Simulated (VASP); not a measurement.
# PtS2 (P-3m1) in VASP: notebook

The runs below take PtS2 through density of states, electric field gradients, core levels, with PBEsol.

Program: VASP 6.6.1. These are calculated values, not measurements. Logs are shortened: lines on timing, memory, paths and dates and some standing lists are left out, and cuts for length are marked.

## Step 1: The crystal as given

The structure is trigonal, space group P-3m1 (No. 164). Conventional cell: a = 3.543 Å, b = 3.543 Å, c = 5.039 Å, α = 90.00°, β = 90.00°, γ = 120.00°. Pt (site symmetry -3m) is surrounded by 6 S at 2.34 Å. Around S (site symmetry 3m) lie 3 Pt at 2.34 Å.

## Step 2: Density of states, PBEsol

POSCAR

```
PtS2
1.0
    3.5432000000      0.0000000000      0.0000000000
   -1.7716000000      3.0685012107      0.0000000000
    0.0000000000      0.0000000000      5.0388000000
Pt S
1 2
Direct
    0.0000000000      0.0000000000      0.0000000000
    0.6666666667      0.3333333333      0.7730000000
    0.3333333333      0.6666666667      0.2270000000
```

INCAR.step1

```
SYSTEM = PtS2
PREC     = Accurate       ! precision mode
ENCUT    = 520            ! plane-wave cutoff, eV
EDIFF    = 1E-6           ! SCF threshold, eV
ISMEAR   = 0              ! smearing method
SIGMA    = 0.02           ! smearing width, eV
LREAL    = .False.        ! projectors in reciprocal space
LASPH    = .True.         ! aspherical terms in the spheres
NELM     = 100            ! most SCF steps
ALGO     = Normal         ! electronic algorithm
ISIF     = 2              ! what is computed and relaxed
LWAVE    = .False.        ! write WAVECAR
LCHARG   = .True.         ! write CHGCAR
LMAXMIX  = 4              ! l up to which the mixer works
GGA      = PS             ! functional
NBANDS   = 18             ! bands
```

KPOINTS.step1

```
Automatic mesh
0
Gamma
  9 9 5
  0 0 0
```

INCAR.step2

```
SYSTEM = PtS2
PREC     = Accurate       ! precision mode
ENCUT    = 520            ! plane-wave cutoff, eV
EDIFF    = 1E-6           ! SCF threshold, eV
ISMEAR   = -5             ! smearing method
SIGMA    = 0.02           ! smearing width, eV
LREAL    = .False.        ! projectors in reciprocal space
LASPH    = .True.         ! aspherical terms in the spheres
NELM     = 100            ! most SCF steps
ALGO     = Normal         ! electronic algorithm
ISIF     = 2              ! what is computed and relaxed
LWAVE    = .False.        ! write WAVECAR
LCHARG   = .False.        ! write CHGCAR
LMAXMIX  = 4              ! l up to which the mixer works
GGA      = PS             ! functional
LORBIT   = 10             ! projections on sites
NBANDS   = 18             ! bands
NEDOS    = 1001           ! points of the DOS
ICHARG   = 11             ! starting density
```

KPOINTS.step2

```
Automatic mesh
0
Gamma
  14 14 8
  0 0 0
```

Potentials or basis: VASP PAW PBE potentials, release 64 (Pt, S).

The run is started by

```console
> cat potpaw_PBE.64/Pt/POTCAR potpaw_PBE.64/S/POTCAR > POTCAR
> cp INCAR.step1 INCAR
> cp KPOINTS.step1 KPOINTS
> mpirun -np 1 vasp_std > vasp.out
> cp INCAR.step2 INCAR
> cp KPOINTS.step2 KPOINTS
> mpirun -np 1 vasp_std > vasp.out
```

OUTCAR:

```text
SYSTEM = PtS2
   PREC = Accurate
   ENCUT = 520
   EDIFF = 1E-6
   ISMEAR = -5
   LREAL = .False.
   LASPH = .True.
   NELM = 100
   ISIF = 2
   GGA = PS
   LORBIT = 10
   ICHARG = 11

 ion  position               nearest neighbor table
   1  0.000  0.000  0.000-   2 2.34   3 2.34   2 2.34   3 2.34   2 2.34   3 2.34
   2  0.667  0.333  0.773-   1 2.34   1 2.34   1 2.34
   3  0.333  0.667  0.227-   1 2.34   1 2.34   1 2.34

  LATTYP: Found a hexagonal cell.
 ALAT       =     3.5432000000
 C/A-ratio  =     1.4221043125

  Lattice vectors:

 A1 = (   3.5432000000,   0.0000000000,   0.0000000000)
 A2 = (  -1.7716000000,   3.0685012107,   0.0000000000)
 A3 = (   0.0000000000,   0.0000000000,   5.0388000000)

Analysis of symmetry for initial positions (statically):
=====================================================================
 Subroutine PRICEL returns:
 Original cell was already a primitive cell.

 Routine SETGRP: Setting up the symmetry group for a
 hexagonal supercell.

 Subroutine GETGRP returns: Found 12 space group operations
 (whereof 12 operations were pure point group operations)
 out of a pool of 24 trial point group operations.

The static configuration has the point symmetry D_3d.

Analysis of symmetry for dynamics (positions and initial velocities):
=====================================================================
 Subroutine PRICEL returns:
 Original cell was already a primitive cell.

 Routine SETGRP: Setting up the symmetry group for a
 hexagonal supercell.

 Subroutine GETGRP returns: Found 12 space group operations
 (whereof 12 operations were pure point group operations)
 out of a pool of 24 trial point group operations.

The dynamic configuration has the point symmetry D_3d.

 Subroutine INISYM returns: Found 12 space group operations
 (whereof 12 operations are pure point group operations),
 and found     1 'primitive' translations

----------------------------------------------------------------------------------------

                                     Primitive cell

  volume of cell :      54.7834

  direct lattice vectors                    reciprocal lattice vectors
     3.543200000  0.000000000  0.000000000     0.282230752  0.162946001  0.000000000
    -1.771600000  3.068501211  0.000000000     0.000000000  0.325892001  0.000000000
     0.000000000  0.000000000  5.038800000     0.000000000  0.000000000  0.198459951

  length of vectors
     3.543200000  3.543200000  5.038800000     0.325892001  0.325892001  0.198459951

  position of ions in fractional coordinates (direct lattice)
     0.000000000  0.000000000  0.000000000
     0.666666667  0.333333333  0.773000000
     0.333333333  0.666666667  0.227000000

  ion indices of the primitive-cell ions
   primitive index   ion index
                 1           1
                 2           2
                 3           3

----------------------------------------------------------------------------------------

 KPOINTS: Automatic mesh

Automatic generation of k-mesh.
 Grid dimensions read from file:
 generate k-points for:   14   14    8

 Generating k-lattice:

  Cartesian coordinates                     Fractional coordinates (reciprocal lattice)
     0.020159339  0.011639000  0.000000000     0.071428571  0.000000000  0.000000000
     0.000000000  0.023278000  0.000000000     0.000000000  0.071428571  0.000000000
     0.000000000  0.000000000  0.024807494     0.000000000  0.000000000  0.125000000

  Length of vectors
     0.023278000  0.023278000  0.024807494

  Shift w.r.t. Gamma in fractional coordinates (k-lattice)
     0.000000000  0.000000000  0.000000000

 TETIRR: Found   2296 inequivalent tetrahedra from     9408

 Subroutine IBZKPT returns following result:
 ===========================================

 Found    168 irreducible k-points:

 Following reciprocal coordinates:
            Coordinates               Weight
  0.000000  0.000000  0.000000      1.000000
  0.071429  0.000000  0.000000      6.000000
  0.142857  0.000000  0.000000      6.000000
  0.214286  0.000000  0.000000      6.000000
  0.285714  0.000000  0.000000      6.000000
  0.357143  0.000000  0.000000      6.000000
[... 16 lines left out ...]
  0.285714  0.285714  0.000000      6.000000
  0.357143  0.285714  0.000000      6.000000
 [... further k-points ...]
   k-points           NKPTS =    168   k-points in BZ     NKDIM =    168   number of bands    NBANDS=     18
   number of dos      NEDOS =   1001   number of ions     NIONS =      3
   total plane-waves  NPLWV =  31360
   dimension x,y,z NGX =    28 NGY =   28 NGZ =   40
   dimension x,y,z NGXF=    56 NGYF=   56 NGZF=   80
   ions per type =               1   2
   NGX,Y,Z   is equivalent  to a cutoff of  13.14, 13.14, 13.20 a.u.
   NGXF,Y,Z  is equivalent  to a cutoff of  26.28, 26.28, 26.39 a.u.
 SYSTEM =  PtS2
   PREC   = accura    normal or accurate (medium, high low for compatibility)
   ISTART =      0    job   : 0-new  1-cont  2-samecut
   ICHARG =     11    charge: 1-file 2-atom 10-const
   ISPIN  =      1    spin polarized calculation?
   LNONCOLLINEAR =      F non collinear calculations
   LSORBIT =      F    spin-orbit coupling
   LASPH  =      T    aspherical Exc in radial PAW
   ENCUT  =  520.0 eV  38.22 Ry    6.18 a.u.   6.59  6.59  9.37*2*pi/ulx,y,z
   NELM   =    100;   NELMIN=  2; NELMDL=  0     # of ELM steps
   EDIFF  = 0.1E-05   stopping-criterion for ELM
   LREAL  =      F    real-space projection
   EDIFFG = 0.1E-04   stopping-criterion for IOM
   NSW    =      0    number of steps for IOM
   IBRION =     -1    ionic relax: 0-MD 1-quasi-New 2-CG
   NFREE  =      0    steps in history (QN), initial steepest desc. (CG)
   ISIF   =      2    stress and relaxation
   ISYM   =      2    0-nonsym 1-usesym 2-fastsym
   POTIM  = 0.5000    time-step for ionic-motion
   TEBEG  =    0.0;   TEEND  =   0.0 temperature during run
   PSTRESS=    0.0 pullay stress
   NELECT =      22.0000    total number of electrons
   NUPDOWN=      -1.0000    fix difference up-down
   EMIN   =  10.00;   EMAX   =-10.00  energy-range for DOS
   EFERMI =   0.00;   METHOD = LEGACY
   ISMEAR =    -5;   SIGMA  =   0.02  broadening in eV -4-tet -1-fermi 0-gaus
   EFERMI_NEDOS =   21; number of points for ismear=-14 and -15
   IALGO  =     38    algorithm
   IMIX   =      4    mixing-type and parameters
     AMIX     =   0.40;   BMIX     =  1.00
     AMIX_MAG =   1.60;   BMIX_MAG =  1.00
  volume/ion in A,a.u.               =      18.26       123.23
  Fermi-wavevector in a.u.,A,eV,Ry     =   1.207812  2.282434 19.848315  1.458810
  Thomas-Fermi vector in A             =   2.343439
   LORBIT       =     10    0 simple, 1 ext, 2 COOP (PROOUT), +10 PAW based schemes
   GGA     = PS    functional components
   LHFCALC =     F    Hartree Fock is set to
   AEXX    =    0.0000 exact exchange contribution
   IVDW    =     0    specifies the selected vdW correction
   LEPSILON=     F    determine dielectric tensor
   LRPA    =     F    only Hartree local field effects (RPA)
 non-spin polarized calculation
 Fermi weights with tetrahedron method with Bloechl corrections
  energy-cutoff  :      520.00
  volume of cell :       54.78
 maximum number of plane-waves:      1507
 NGX is ok and might be reduce to    28

 number of electron      22.0000000 magnetization

 Free energy of the ion-electron system (eV)
  ---------------------------------------------------
  ext. energy  EPLUGINS =         0.00000000
  ---------------------------------------------------
  free energy    TOTEN  =       -16.93115633 eV

  energy without entropy =      -16.93115633  energy(sigma->0) =      -16.93115633

 E-fermi :   6.7207     XC(G=0): -10.7677

 val. band max:        6.6973447119   @ k =   0.0000   0.1429   0.1250
 cond. band min:       7.3811997247   @ k =   0.0000   0.2857   0.2500
 fundamental gap:      0.6838550128
 Fermi energy:         6.7207279658

 k-point     1 :       0.0000    0.0000    0.0000
  band No.  band energies     occupation
      1      -8.9288      2.00000
      2      -5.6393      2.00000
      3      -0.4247      2.00000
      4      -0.4247      2.00000
      5      -0.3126      2.00000
      6       2.6504      2.00000
[... 10 lines left out ...]
     17      14.5018      0.00000
     18      18.6101      0.00000

 k-point     2 :       0.0714    0.0000    0.0000
  band No.  band energies     occupation
      1      -8.8591      2.00000
      2      -5.6853      2.00000
      3      -0.3772      2.00000
      4      -0.3666      2.00000
      5      -0.2436      2.00000
      6       2.5514      2.00000
[... 10 lines left out ...]
     17      14.7326      0.00000
     18      18.3145      0.00000

 k-point     3 :       0.1429    0.0000    0.0000
  band No.  band energies     occupation
      1      -8.6552      2.00000
      2      -5.8102      2.00000
      3      -0.2423      2.00000
      4      -0.2170      2.00000
      5      -0.0299      2.00000
      6       2.2386      2.00000
[... 10 lines left out ...]
     17      15.3310      0.00000
     18      17.0557      0.00000

 k-point     4 :       0.2143    0.0000    0.0000
  band No.  band energies     occupation
      1      -8.3340      2.00000
      2      -5.9831      2.00000
      3      -0.0457      2.00000
      4      -0.0359      2.00000
      5       0.3274      2.00000
      6       1.7096      2.00000
[... 10 lines left out ...]
     17      15.9268      0.00000
     18      16.0406      0.00000

 k-point     5 :       0.2857    0.0000    0.0000
  band No.  band energies     occupation
      1      -7.9272      2.00000
      2      -6.1702      2.00000
      3       0.0205      2.00000
      4       0.1646      2.00000
      5       0.8085      2.00000
      6       1.1841      2.00000
[... 10 lines left out ...]
     17      15.5344      0.00000
     18      15.7500      0.00000

 k-point     6 :       0.3571    0.0000    0.0000
  band No.  band energies     occupation
      1      -7.4884      2.00000
      2      -6.3478      2.00000
      3      -0.3269      2.00000
      4       0.3285      2.00000
      5       1.0952      2.00000
      6       1.3803      2.00000
[... 307 lines left out ...]
 k-point    21 :       0.2857    0.2143    0.0000
  band No.  band energies     occupation
      1      -7.0250      2.00000
      2      -6.4802      2.00000
      3      -0.2569      2.00000
      4       0.3236      2.00000
      5       0.7706      2.00000
      6       1.6606      2.00000
[... 10 lines left out ...]
     17      15.7535      0.00000
     18      16.5859      0.00000

 k-point    22 :       0.3571    0.2143    0.0000
  band No.  band energies     occupation
      1      -6.7572      2.00000
      2      -6.5878      2.00000
      3      -0.5231      2.00000
      4       0.2848      2.00000
      5       0.8604      2.00000
      6       1.9025      2.00000
[... 10 lines left out ...]
     17      16.1594      0.00000
     18      16.8560      0.00000

 k-point    23 :       0.2857    0.2857    0.0000
  band No.  band energies     occupation
      1      -6.7650      2.00000
      2      -6.5537      2.00000
      3      -0.3101      2.00000
      4       0.3119      2.00000
      5       0.4755      2.00000
      6       1.8891      2.00000
[... 10 lines left out ...]
     17      16.1764      0.00000
     18      16.6292      0.00000

 k-point    24 :       0.3571    0.2857    0.0000
  band No.  band energies     occupation
      1      -6.6268      2.00000
      2      -6.6184      2.00000
      3      -0.3234      2.00000
      4       0.2537      2.00000
      5       0.3943      2.00000
      6       2.0204      2.00000
[... 10 lines left out ...]
     17      15.8901      0.00000
     18      17.4355      0.00000

 [... further k-points ...]

------------------------ aborting loop because EDIFF is reached ----------------------------------------

  FORCE on cell =-STRESS in cart. coord.  units (eV):
  Direction    XX          YY          ZZ          XY          YZ          ZX
  --------------------------------------------------------------------------------------
  -------------------------------------------------------------------------------------
  Total        2.1547437      2.1547437      1.9501764      0.0000000      0.0000000      0.0000000
  in kB       63.0169111     63.0169111     57.0342058      0.0000000      0.0000000      0.0000000
  external PRESSURE =      61.0226760 kB  Pullay stress =       0.0000000 kB

 VOLUME and BASIS-vectors are now :
 -----------------------------------------------------------------------------
  energy-cutoff  :      520.00
  volume of cell :       54.78
      direct lattice vectors                 reciprocal lattice vectors
     3.543200000  0.000000000  0.000000000     0.282230752  0.162946001  0.000000000
    -1.771600000  3.068501211  0.000000000     0.000000000  0.325892001  0.000000000
     0.000000000  0.000000000  5.038800000     0.000000000  0.000000000  0.198459951

 POSITION                                       TOTAL-FORCE (eV/Angst)
 -----------------------------------------------------------------------------------
      0.00000      0.00000      0.00000         0.000000      0.000000      0.000000
      1.77160      1.02283      3.89499         0.000000      0.000000     -0.930393
     -0.00000      2.04567      1.14381        -0.000000      0.000000      0.930393
 -----------------------------------------------------------------------------------
    total drift:                                0.000000     -0.000000     -0.000000

  FREE ENERGIE OF THE ION-ELECTRON SYSTEM (eV)
  ---------------------------------------------------
  free  energy   TOTEN  =       -16.9311563250 eV

  energy  without entropy=      -16.9311563250  energy(sigma->0) =      -16.93115633

 total charge

# of ion       s       p       d       tot
------------------------------------------
    1        0.727   0.872   8.034   9.633
    2        1.353   2.283   0.000   3.637
    3        1.353   2.283   0.000   3.637
--------------------------------------------------
tot          3.434   5.438   8.034  16.907
```

It took 96 s on 1 thread of Intel Xeon Platinum 8259CL at 2.50GHz (Skylake/Cascade Lake), shared host; peak memory 0.28 GiB.

What came out:

| Quantity | Value |
| --- | --- |
| Valence electrons inside the program's atomic spheres | Pt 9.63; S 3.64 |

States per cell in windows of 1 eV (zero at the valence-band top; states under -8 eV left out):
```tsv
from (eV)	total	Pt1_d	S2_p	S3_p	Pt1_p	Pt1_s	S2_s
-8.0	1.56	0.54	0.19	0.19	0.02	0.16	0.01
-7.0	2.91	1.44	0.34	0.34	0.07	0.06	0.01
-6.0	2.08	0.74	0.25	0.25	0.07	0.13	0.04
-5.0	3.36	1.80	0.32	0.32	0.12	0.04	0.03
-4.0	2.24	1.45	0.14	0.14	0.06	0.09	0.01
-3.0	2.30	0.87	0.32	0.32	0.14	0.06	0.02
-2.0	2.80	0.79	0.53	0.53	0.20	0.01	0.02
-1.0	0.86	0.17	0.20	0.20	0.05	0.01	0.01
0.0	0.11	0.04	0.01	0.01	0.00	0.00	0.00
1.0	2.50	0.86	0.39	0.39	0.02	0.01	0.04
2.0	1.39	0.46	0.27	0.27	0.01	0.00	0.01
3.0	0.00	0.00	0.00	0.00	0.00	0.00	0.00
4.0	0.05	0.00	0.00	0.00	0.00	0.01	0.00
5.0	1.57	0.08	0.09	0.09	0.10	0.26	0.02
6.0	1.45	0.06	0.09	0.09	0.11	0.17	0.04
7.0	1.50	0.08	0.07	0.07	0.15	0.05	0.03
```

Caveat: the PAW data sets were made with another functional, which shifts forces and pressure a little.

(Part 1 of 2 ends here.)
